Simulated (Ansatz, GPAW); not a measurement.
# A C7 chain between two Pd chains: relaxation, then transmission at several levels, part 2 of 4

How well does a C7 chain between two Pd chains conduct once its atoms have relaxed, and how much do cheaper levels lose?

GPAW 26.7.0 and Ansatz 0.2.0; Ansatz plane waves; relaxation of the junction with the lead ends held (the session's first sound run).

So far. Step 2 (Relaxation): The relaxation lowered the energy of the cell by 0.975 eV.

## (3) Plane-wave reference (PBE)

Plane waves give the reference curve, free of the bias of atom-centred orbitals.

This step: Ansatz plane waves; Landauer transmission by layers, zero bias (Ansatz 0.2.0).

File input.yaml:

```yaml
crystal:
  lattice:
    - [9.0, 0.0, 0.0]
    - [0.0, 9.0, 0.0]
    - [0.0, 0.0, 48.927]
  atoms:
    - { symbol: Pd, position: [0.5, 0.5, 0.0255482658] }
    - { symbol: Pd, position: [0.5, 0.5, 0.0766447974] }
    - { symbol: Pd, position: [0.5, 0.5, 0.1277413289] }
    - { symbol: Pd, position: [0.5, 0.5, 0.1788378605] }
    - { symbol: Pd, position: [0.5, 0.5, 0.2299343921] }
    - { symbol: Pd, position: [0.5, 0.5, 0.2810309236] }
    - { symbol: Pd, position: [0.5483262097, 0.4962120468, 0.3332737036] }
    - { symbol: Pd, position: [0.4401062794, 0.5006405254, 0.3832556326] }
    - { symbol: C, position: [0.4795336695, 0.4992410965, 0.4205316411] }
    - { symbol: C, position: [0.4911020584, 0.499569661, 0.4468078114] }
    - { symbol: C, position: [0.4961215831, 0.5003603793, 0.4733559104] }
    - { symbol: C, position: [0.4995909293, 0.5021079573, 0.4996619793] }
    - { symbol: C, position: [0.5023092426, 0.5045271108, 0.5259661821] }
    - { symbol: C, position: [0.5052480361, 0.5089940669, 0.5525167055] }
    - { symbol: C, position: [0.5105838138, 0.5187092349, 0.5787957631] }
    - { symbol: Pd, position: [0.5270184745, 0.5521284836, 0.6161922959] }
    - { symbol: Pd, position: [0.4813558475, 0.4593452929, 0.6665269225] }
    - { symbol: Pd, position: [0.5, 0.5, 0.7189690764] }
    - { symbol: Pd, position: [0.5, 0.5, 0.7700656079] }
    - { symbol: Pd, position: [0.5, 0.5, 0.8211621395] }
    - { symbol: Pd, position: [0.5, 0.5, 0.8722586711] }
    - { symbol: Pd, position: [0.5, 0.5, 0.9233552026] }
    - { symbol: Pd, position: [0.5, 0.5, 0.9744517342] }
kpoints:
  mp_grid: { grid: [1, 1, 2] }
hamiltonian:
  xc: pbe
scf:
  occupations: { method: fermi_dirac, width: 0.1 }
output:
  transmission:
    leads: [[0, 1]]
    e_range: [-2, 2]
    de: 0.025
    kmesh: [1, 1]
    reduced_basis: true
  write_potential: true
  write_density: true
  volumetric_format: npy
  elf: true
```

Command:

```console
$ ansatz run input.yaml --threads 4 --pin off --max-ram 8192MiB --backend cpu --events-out ev --progress --plain --runs-dir out
```

Numbers of over 12 decimals in the logs are rounded to 6 here.

Output:

```text
[...]
Crystal: 23 atoms, lattice volume = 3963.087 Å³
Basis set: ecut = 420 eV, 77375 PW (Γ)
Bands: 190, of which v1, the nominal top of the filled ones, is band 158 counted from 1 (157 counted from 0)
Symmetry: 1 space group operations
[...]
k-points: 2
[...]
SCF iter   1: F=—  HF=-113275.062783 eV  |F-HF|=—  |Δ(HF+E_count)|=         —  Δρ=5.14e-3  dr2=1.70e0  ethr=1.77e-3  ⟨swp⟩=11.0  Hψ=1824  notcnv=0  defer=10
[...]
SCF iter  13: F=-113274.886432 eV  HF=-113274.886432 eV  |F-HF|=1.17e-8  |Δ(HF+E_count)|=   1.97e-7  Δρ=6.75e-7  dr2=3.60e-8  ethr=3.16e-11  ⟨swp⟩=25.5  Hψ=1495  notcnv=0
SCF 1 converged in 13 iterations: F = -113274.886432 eV  dr2 = 3.60e-8
[...]
transmission: 62 of 372 steps passed
transmission: 124 of 372 steps passed
[...]
transmission: 372 of 372 steps passed
WARN: The output density's exchange-correlation potential varies sharply where the density is thin. Do not read a vacuum level from v_tot or v_xc, or from such a field of the output density. On a cell that repeats whose density bears no net charge and no dipole along the vacuum's axis use v_es (v_loc + v_h of the components); under efield.dipole_correction with no amplitude use v_es + v_field, which holds any externa [...]
SCF converged after 13 iterations
Free energy (F): -113274.886432 eV
[...]
Internal energy: -113273.325158 eV  (E = F + TS)
E sigma→0 (E₀):  -113274.105795 eV
Entropy (-TS):   -1.561273 eV (-67.881 meV/atom)
Fermi energy:    -3.654563 eV
[...]
--- Band table (eV) ---
  k-point 0: bands = [... 154 lower, -3.8141, -3.7330, -3.6890, -3.6876, -3.6661, -3.5972, -3.5559, -3.5551, ... 28 higher]
  k-point 1: bands = [... 154 lower, -3.8297, -3.7361, -3.6846, -3.6747, -3.6574, -3.5951, -3.5599, -3.5587, ... 28 higher]
--- Transmission ---
  basis      : 717 plane waves across, 62 finite elements along
  points     : 1, standing for a mesh of 1 x 1
  filling    : by the input's occupations and mesh, since the crystals that have channels conduct as metals do. If one of these is a semiconductor, that mesh has misplaced its level
  energies   : 161 from -2.000000 to 2.000000 eV about the Fermi level, 0.025000 eV apart; the leads are filled to 0.000000 eV, and channels, transmission and decay are at 0.000000 eV
  crystal 0  : Pd1, at the sites [0, 1], period 2.5000 Å, over 30.00 Å; its Hamiltonian steps by up to 1.2 meV
    offset         : up to 0.0000 Å between an atom of the period and one for which it stands
    filled         : 11.2 meV under the level at which it is neutral
    channels       : 4.000000e0 a spin
    conductance    : 3.8156e14 S/m² at 300 K; may be off by some 0.0 % by where its bands' edges are placed, 0.2 % from the distance to neutral
  junction   : crystal 0 to crystal 0, 0.70 to 47.13 Å
    transmission   : 1.085064e-1 a spin
    error estimate : 2.679985e-5 a spin from the reduction of the transverse basis, at the most 4.494676e-3 at -1.625000 eV
    conductance    : 1.0082e13 S/m² at 300 K (1.0083e13 on every other energy)
    error estimate : 0.0 % from the energy spacing and 0.0 % from band edges of the leads and from resonances (wavevectors taken as independent; lower de), 0.0 % from the reduction of the transverse basis, 1.1 % from the steps of its leads' Hamiltonians or their offsets (lay more layers), 5.4 % from the distance to neutral
    resistance     : 9.6561e-2 Ω µm² beyond half of each lead's own
```

Run time: 3.5 min. Hardware: 4 threads of Arm Neoverse V1, shared host; peak memory 6.5 GiB; 7.7 min of CPU time.

Numbers from this step:

* free energy: -113274.8864 eV
* lead level: 0 eV from the Fermi level
* transmission at the Fermi level (one spin): 0.1085
* open channels of the lead at the Fermi level (one spin): 4
* step of the potential along the lead: 1.2 meV
* offset of the lead: 0 Å
* filling of the lead less its bulk value, in size: 11.2 meV
* conductance: 0.1054 G₀

One spin. Transmission, zone mean against energy, zero at the Fermi level:

energy (eV), transmission, zone mean and a bar:
```
   -2.000       0.58 ##########
   -1.800       0.90 ################
   -1.600       1.43 #########################
   -1.400       1.69 ##############################
   -1.200       1.17 #####################
   -1.050       1.13 ####################
   -1.000       0.36 ######
   -0.800       1.19 #####################
   -0.750       1.31 #######################
   -0.600       0.51 #########
   -0.550       1.64 #############################
   -0.400       0.33 ######
   -0.200       0.17 ###
    0.000       0.11 ##
    0.200       0.00 
    0.400       0.00 
    0.600       0.07 #
    0.650       0.52 #########
    0.800       0.01 
    1.000       0.00 
    1.200       0.00 
    1.400       0.00 
    1.600       0.00 
    1.800       0.00 
    2.000       0.00
```

One spin. Open channels, zone mean against energy, zero at the Fermi level:

energy (eV), open channels, zone mean and a bar from the least value:
```
   -2.000       3.00 ###############
   -1.900       3.00 ###############
   -1.800       3.00 ###############
   -1.700       3.00 ###############
   -1.600       3.00 ###############
   -1.500       3.00 ###############
   -1.400       3.00 ###############
   -1.300       3.00 ###############
   -1.200       3.00 ###############
   -1.100       5.00 ##############################
   -1.000       5.00 ##############################
   -0.900       5.00 ##############################
   -0.800       5.00 ##############################
   -0.700       5.00 ##############################
   -0.600       5.00 ##############################
   -0.500       4.00 ######################
   -0.400       4.00 ######################
   -0.300       4.00 ######################
   -0.200       4.00 ######################
   -0.100       4.00 ######################
    0.000       4.00 ######################
    0.100       4.00 ######################
    0.200       1.00 
    0.300       1.00 
    0.400       1.00 
    0.500       1.00 
    0.600       1.00 
    0.700       1.00 
    0.800       1.00 
    0.900       1.00 
    1.000       1.00 
    1.100       1.00 
    1.200       1.00 
    1.300       1.00 
    1.400       1.00 
    1.500       1.00 
    1.600       1.00 
    1.700       1.00 
    1.800       1.00 
    1.900       1.00 
    2.000       1.00
```

Crystal 0, spin -, k parallel (0, 0); distinct values, listed up to 1.5 1/Å. The Im kz of the slowest decaying states by energy, zero at the Fermi level:

```tsv
energy (eV)	decay 1 (Å⁻¹)	decay 2 (Å⁻¹)	decay 3 (Å⁻¹)	decay 4 (Å⁻¹)
-2.0000	0.728	0.817	0.818	1.35
-1.7500	0.665	0.700	0.701	1.33
-1.5000	0.539	0.540	0.595	1.30
-1.2500	0.233	0.235	0.514	1.28
-1.0000	0.418	1.25	1.26	1.37
-0.7500	0.290	1.23	1.23	1.34
-0.5000	0.273	0.273	1.20	1.21
-0.2500	0.522	0.522	1.18	1.18
0.0000	0.658	0.658	1.15	1.15
0.2500	0.117	0.118	0.142	0.753
0.5000	0.205	0.205	0.266	0.826
0.7500	0.255	0.255	0.347	0.884
1.0000	0.289	0.289	0.411	0.933
1.2500	0.311	0.311	0.464	0.974
1.5000	0.324	0.324	0.508	0.958
1.7500	0.329	0.330	0.547	0.922
2.0000	0.327	0.327	0.581	0.884
```

Crystal 0, spin -, k parallel (0, 0). Re kz of states that move upwards against energy, zero at the Fermi level:

```tsv
energy (eV)	channel 1 (Å⁻¹)	channel 2 (Å⁻¹)	channel 3 (Å⁻¹)	channel 4 (Å⁻¹)	channel 5 (Å⁻¹)
-2.0000	-0.781	-0.781	0.603	-	-
-1.7500	-0.694	-0.694	0.646	-	-
-1.5000	-0.616	-0.615	0.689	-	-
-1.2500	-0.542	-0.541	0.735	-	-
-1.0000	-0.470	-0.470	0.492	0.492	0.783
-0.7500	-0.399	-0.398	0.825	0.825	0.837
-0.5000	-0.325	-0.325	0.0784	0.898	-
-0.2500	-0.244	-0.244	0.308	0.974	-
0.0000	-0.141	-0.141	0.425	1.08	-
0.2500	0.513	-	-	-	-
0.5000	0.584	-	-	-	-
0.7500	0.644	-	-	-	-
1.0000	0.695	-	-	-	-
1.2500	0.740	-	-	-	-
1.5000	0.781	-	-	-	-
1.7500	0.818	-	-	-	-
2.0000	0.853	-	-	-	-
```

The electrostatic potential energy of an electron (with the applied field's), less the Fermi level, planar mean oscillates, so the rows of the table below give means over windows of 2.45 Å about each position, cut where the curve ends. Its first 14 maxima inside the range that stand out by 2 % of the span (Å: eV): 2.4: 5.04, 5.0: 5.04, 7.5: 5.04, 10.1: 5.03, 12.5: 5.03, 15.1: 5.02, 17.5: 4.91, 19.8: 5.18, 21.2: 5.01, 22.6: 4.89, 23.8: 4.85, 25.1: 4.84, 26.4: 4.90, 27.7: 5.00. Its first 14 minima: 1.2: 3.41, 3.8: 3.42, 6.3: 3.41, 8.7: 3.42, 11.3: 3.40, 13.7: 3.39, 16.3: 3.34, 18.8: 3.55, 20.5: 4.36, 21.9: 4.30, 23.1: 4.17, 24.5: 4.19, 25.7: 4.17, 27.0: 4.30.

Table of electrostatic potential energy of an electron (with the applied field's), less the Fermi level, planar mean by z; means over each step:

```tsv
z (Å)	electrostatic potential energy of an electron (with the applied field's), less the Fermi level, planar mean (eV)
1.23	4.27
3.68	4.27
6.12	4.27
8.58	4.27
11.03	4.26
13.47	4.26
15.93	4.23
18.38	4.32
20.83	4.71
23.28	4.54
25.73	4.54
28.18	4.74
30.63	4.32
33.08	4.24
35.53	4.26
37.98	4.27
40.43	4.27
42.88	4.27
45.33	4.27
47.78	4.20
```

The valence density, planar mean oscillates, so the rows of the table below give means over windows of 2.51 Å about each position, cut where the curve ends. Its first 14 maxima inside the range that stand out by 2 % of the span (Å: e/Å³): 1.2: 0.211, 3.8: 0.210, 6.3: 0.212, 8.7: 0.210, 11.3: 0.211, 13.7: 0.211, 16.3: 0.211, 18.8: 0.213, 27.3: 0.0403, 30.2: 0.213, 32.6: 0.211, 35.2: 0.211, 37.6: 0.211, 40.2: 0.210. Its first 14 minima: 2.4: 0.0150, 5.0: 0.0149, 7.5: 0.0149, 10.1: 0.0150, 12.5: 0.0148, 15.1: 0.0138, 17.5: 0.0139, 19.8: 0.0282, 29.1: 0.0278, 31.4: 0.0137, 33.8: 0.0136, 36.4: 0.0148, 38.9: 0.0150, 41.5: 0.0149.

Table of valence density, planar mean by z; means over each step:

z (Å), valence density, planar mean (e/Å³) and a bar from the least value:
```
     1.25      0.089 ############################
     3.76      0.089 ############################
     6.27      0.089 ############################
     8.79      0.089 ############################
    11.29      0.089 ############################
    13.80      0.088 ############################
    16.31      0.089 ############################
    18.82      0.091 ##############################
    21.33      0.038 
    23.84      0.038 
    26.35      0.038 
    28.86      0.063 ##############
    31.37      0.092 ##############################
    33.88      0.084 ##########################
    36.40      0.089 #############################
    38.91      0.089 #############################
    41.41      0.089 #############################
    43.92      0.089 #############################
    46.43      0.089 #############################
```

ELF in the ca plane at fractional y = 0.499, with atoms of Pd and C within 0.2 Å of it. It is the smooth field of the valence electrons, not physical close to the nuclei.

Values, 13 rows by 16 columns, each cell a mean:
```
0.00 0.00 0.00 0.00 0.01 0.00 0.00 0.00 0.00 0.00 0.00 0.00 0.00 0.00 0.00 0.00
0.01 0.01 0.01 0.01 0.02 0.02 0.00 0.00 0.00 0.00 0.00 0.00 0.00 0.00 0.00 0.00
0.04 0.04 0.04 0.03 0.07 0.05 0.02 0.02 0.01 0.00 0.00 0.00 0.01 0.00 0.00 0.01
0.09 0.10 0.09 0.08 0.15 0.10 0.04 0.07 0.05 0.05 0.07 0.04 0.07 0.07 0.06 0.09
0.17 0.17 0.20 0.15 0.37 0.26 0.13 0.20 0.28 0.32 0.39 0.35 0.42 0.43 0.39 0.47
0.33 0.33 0.46 0.24 0.43 0.41 0.23 0.29 0.62 0.70 0.69 0.66 0.73 0.73 0.67 0.66
0.39 0.38 0.43 0.26 0.45 0.40 0.34 0.45 0.58 0.59 0.45 0.48 0.63 0.64 0.51 0.49
0.28 0.28 0.40 0.19 0.21 0.24 0.33 0.45 0.56 0.68 0.68 0.66 0.71 0.70 0.65 0.67
0.15 0.14 0.15 0.11 0.11 0.10 0.17 0.36 0.31 0.35 0.35 0.27 0.30 0.28 0.23 0.28
0.08 0.07 0.07 0.05 0.05 0.03 0.09 0.18 0.12 0.06 0.05 0.03 0.03 0.03 0.02 0.04
0.03 0.03 0.03 0.02 0.01 0.01 0.04 0.08 0.05 0.01 0.00 0.00 0.00 0.00 0.00 0.00
0.01 0.01 0.01 0.00 0.00 0.00 0.01 0.03 0.01 0.00 0.00 0.00 0.00 0.00 0.00 0.00
0.00 0.00 0.00 0.00 0.00 0.00 0.00 0.01 0.00 0.00 0.00 0.00 0.00 0.00 0.00 0.00
```
Columns run along c (16.0 Å, from fractional 0.24 to 0.57 of the cell), rows up along a (9.0 Å). Atoms in or near the plane, at fractional coordinates: Pd at (0.28, 0.50), Pd at (0.33, 0.55), Pd at (0.38, 0.44), C at (0.42, 0.48), C at (0.45, 0.49), C at (0.47, 0.50), C at (0.50, 0.50), C at (0.53, 0.50), C at (0.55, 0.51).

Valence density in the ca plane at fractional y = 0.499, with atoms of Pd and C within 0.2 Å of it. It is the smooth field of the valence electrons, not physical close to the nuclei.

Values in units of 1e0 e/Å³, 13 rows by 16 columns, each cell a mean:
```
0.0 0.0 0.0 0.0 0.0 0.0 0.0 0.0 0.0 0.0 0.0 0.0 0.0 0.0 0.0 0.0
0.0 0.0 0.0 0.0 0.0 0.0 0.0 0.0 0.0 0.0 0.0 0.0 0.0 0.0 0.0 0.0
0.0 0.0 0.0 0.0 0.0 0.0 0.0 0.0 0.0 0.0 0.0 0.0 0.0 0.0 0.0 0.0
0.0 0.0 0.0 0.0 0.0 0.0 0.0 0.0 0.0 0.0 0.0 0.0 0.0 0.0 0.0 0.0
0.1 0.1 0.1 0.1 0.1 0.1 0.1 0.1 0.3 0.3 0.1 0.1 0.1 0.1 0.2 0.1
0.8 0.8 0.9 1.0 1.0 1.0 1.1 1.0 2.3 3.2 0.4 1.9 0.4 2.3 3.8 0.5
2.0 2.0 1.9 1.9 1.9 1.9 1.8 1.4 2.3 3.2 0.9 8.0 1.4 5.1 8.2 1.0
0.8 0.7 0.6 0.6 0.5 0.5 0.5 0.3 0.3 0.4 0.4 3.1 0.6 1.2 1.9 0.3
0.1 0.1 0.1 0.1 0.0 0.0 0.0 0.0 0.0 0.0 0.1 0.2 0.1 0.1 0.1 0.0
0.0 0.0 0.0 0.0 0.0 0.0 0.0 0.0 0.0 0.0 0.0 0.0 0.0 0.0 0.0 0.0
0.0 0.0 0.0 0.0 0.0 0.0 0.0 0.0 0.0 0.0 0.0 0.0 0.0 0.0 0.0 0.0
0.0 0.0 0.0 0.0 0.0 0.0 0.0 0.0 0.0 0.0 0.0 0.0 0.0 0.0 0.0 0.0
0.0 0.0 0.0 0.0 0.0 0.0 0.0 0.0 0.0 0.0 0.0 0.0 0.0 0.0 0.0 0.0
```
Columns run along c (16.0 Å, from fractional 0.43 to 0.76 of the cell), rows up along a (9.0 Å). Atoms in or near the plane, at fractional coordinates: C at (0.45, 0.49), C at (0.47, 0.50), C at (0.50, 0.50), C at (0.53, 0.50), C at (0.55, 0.51), C at (0.58, 0.51), Pd at (0.72, 0.50).

Electrostatic potential energy in the ca plane at fractional y = 0.499, with atoms of Pd and C within 0.2 Å of it. With pseudopotentials it is smooth inside the atoms' cores, unlike the true potential.

Values in eV, 13 rows by 16 columns, each cell a mean:
```
  2   2   2   2   2   2   2   2   2   2   2   2   2   2   2   2
  2   2   2   2   2   2   2   2   2   2   2   2   2   2   2   2
  2   2   2   2   2   2   2   2   2   2   2   2   2   2   2   2
  2   2   2   2   1   2   2   2   2   1   1   1   1   1   1   1
  1   0   0   0   0   0   0   0  -3  -5   0  -1   0  -2  -3   0
-16 -16 -18 -23 -24 -21 -21 -24 -23 -30  -5 -21  -6 -22 -31  -8
-45 -44 -44 -49 -47 -42 -40 -39 -24 -31 -12 -50 -16 -36 -47 -15
-15 -11 -11 -11 -10  -7  -6  -5  -3  -5  -5 -29  -8 -14 -20  -4
  1   1   1   1   1   1   1   2   2   1   0  -2   0   0   0   1
  2   2   2   2   2   2   2   2   2   2   1   1   1   1   1   2
  2   2   2   2   2   2   2   2   2   2   2   2   2   2   2   2
  2   2   2   2   2   2   2   2   2   2   2   2   2   2   2   2
  2   2   2   2   2   2   2   2   2   2   2   2   2   2   2   2
```
Columns run along c (16.0 Å, from fractional 0.43 to 0.76 of the cell; values clipped at the 3rd and 97th percentile), rows up along a (9.0 Å). Atoms in or near the plane, at fractional coordinates: C at (0.45, 0.49), C at (0.47, 0.50), C at (0.50, 0.50), C at (0.53, 0.50), C at (0.55, 0.51), C at (0.58, 0.51), Pd at (0.72, 0.50).

The largest of the program's own error estimates on the conductance is 5.4 %. T at the Fermi level is 0.109 of 4 open channels a spin.

(Continued in part 3 of 4.)

[Logs are printed without paths, hosts, clocks, repeated set-up lines and the standing remarks that a program may print on its own settings, such as how far it seeks lower states.]

[Hosts, paths, dates, database ids (printed as entryN), source tags and the programs' standing remarks are cut or masked in the printed files.]
